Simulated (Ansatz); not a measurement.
Si (lonsdaleite) was relaxed with r2SCAN, strained in 2 ways (changes of length per length), its atoms relaxed again with r2SCAN, and run with PBE in Ansatz. Spin-unpolarised throughout; all numbers are computed.

Biaxial -1.67 % in x and y, z held. Input:
```yaml
crystal:
  lattice:
    - [3.768132978, 0.0, 0.0]
    - [-1.884066489, 3.2632988838, 0.0]
    - [0.0, 0.0, 6.3412168871]
  atoms:
    - { symbol: Si, position: [0.3333333333, 0.6666666667, 0.0017464934] }
    - { symbol: Si, position: [0.6666666667, 0.3333333333, 0.5017464934] }
    - { symbol: Si, position: [0.3333333333, 0.6666666667, 0.3732535066] }
    - { symbol: Si, position: [0.6666666667, 0.3333333333, 0.8732535066] }
kpoints:
  mp_grid: { grid: [12, 12, 4] }
  band_path:
    path:
      - [0.0, 0.0, 0.0]
      - [0.5, 0.0, 0.0]
      - [0.3333333333, 0.3333333333, 0.0]
      - [0.0, 0.0, 0.5]
      - [0.5, 0.0, 0.5]
      - [0.3333333333, 0.3333333333, 0.5]
    npoints: 1
hamiltonian:
  xc: pbe
scf:
  occupations: { method: fermi_dirac, width: 0.02 }
  n_extra_bands: 5
output:
  forces: true
  stress: true
  eigenvalues: true
```

Main results, then levels in eV from the Fermi energy at the points of the path (names of the unstrained zone, bands numbered from 0):
```
Crystal: 4 atoms, lattice volume = 77.975 Å³
Basis set: ecut = 420 eV, 1533 PW (Γ)
Symmetry: 24 space group operations
Space group: P63/mmc (ITA 194)
k-points: 57 of 576
Free energy (F): -2543.135893 eV
Fermi energy:    7.023183 eV
--- Forces (eV/Å), atoms counted from 1 ---
  atom   1  Si      0.00000      0.00000      0.00836
  atom   2  Si      0.00000      0.00000      0.00836
  atom   3  Si      0.00000      0.00000    -0.00836
  atom   4  Si      0.00000      0.00000    -0.00836
--- Stress (GPa, compression-positive) ---
        5.652085       0.000000       0.000000
        0.000000       5.652085       0.000000
        0.000000       0.000000       2.546986
  P = ⅓ Tr σ = 4.6171 GPa (46.171 kbar)
```
```tsv
point	band_5	band_6	band_7	band_8	band_9	band_10
Γ	-0.731	-0.193	-0.193	1.092	1.830	1.830
M	-3.364	-3.307	-1.710	0.201	2.144	2.599
K	-3.944	-3.944	-3.743	0.424	5.058	5.058
A	-1.105	-1.105	-1.105	1.818	1.818	2.798
L	-2.849	-2.678	-2.678	0.645	0.645	1.333
H	-4.884	-2.378	-2.378	1.235	1.235	3.203
```

PBE gives an indirect gap of 0.39 eV, from Γ to M; the least direct gap is 1.28 eV at Γ. With the atoms held, the mean pressure is +4.62 GPa (compression positive).

Q: Uniaxial +1.87 % along x, other directions held gives these blocks instead:
```yaml
crystal:
  lattice:
    - [3.9037903638, 0.0, 0.0]
    - [-1.9518951819, 3.3187215334, 0.0]
    - [0.0, 0.0, 6.3412168871]
  atoms:
    - { symbol: Si, position: [0.3324867256, 0.6649734512, -2.49557e-05] }
    - { symbol: Si, position: [0.6675132744, 0.3350265488, 0.4999750443] }
    - { symbol: Si, position: [0.3324867256, 0.6649734512, 0.3750249557] }
    - { symbol: Si, position: [0.6675132744, 0.3350265488, 0.8750249557] }
```
What comes out?

A:
```
Crystal: 4 atoms, lattice volume = 82.154 Å³
Basis set: ecut = 420 eV, 1625 PW (Γ)
Symmetry: 8 space group operations
Space group: Cmcm (ITA 63)
k-points: 129 of 576
Free energy (F): -2543.189449 eV
Fermi energy:    6.375711 eV
--- Forces (eV/Å), atoms counted from 1 ---
  atom   1  Si      0.00000    -0.00638    -0.00883
  atom   2  Si      0.00000      0.00638    -0.00883
  atom   3  Si      0.00000    -0.00638      0.00883
  atom   4  Si      0.00000      0.00638      0.00883
--- Stress (GPa, compression-positive) ---
       -2.061649       0.000000       0.000000
        0.000000       0.367715       0.000000
        0.000000       0.000000       0.490270
  P = ⅓ Tr σ = -0.4012 GPa (-4.012 kbar)
```
```tsv
point	band_5	band_6	band_7	band_8	band_9	band_10
Γ	-0.460	-0.254	-0.112	0.696	1.754	1.882
M	-3.142	-3.069	-1.519	0.322	2.235	2.925
K	-3.679	-3.651	-3.393	0.764	5.050	5.179
A	-1.183	-1.039	-1.039	1.495	1.495	2.727
L	-2.549	-2.493	-2.493	0.811	0.811	1.556
H	-4.536	-2.085	-2.085	1.431	1.431	3.524
```
With PBE the valence top lies at Γ and the conduction bottom at M (0, -1/2, 0), 0.22 eV higher; the smallest vertical gap, at Γ, is 0.81 eV. With the atoms held, the mean pressure is -0.40 GPa (compression positive).
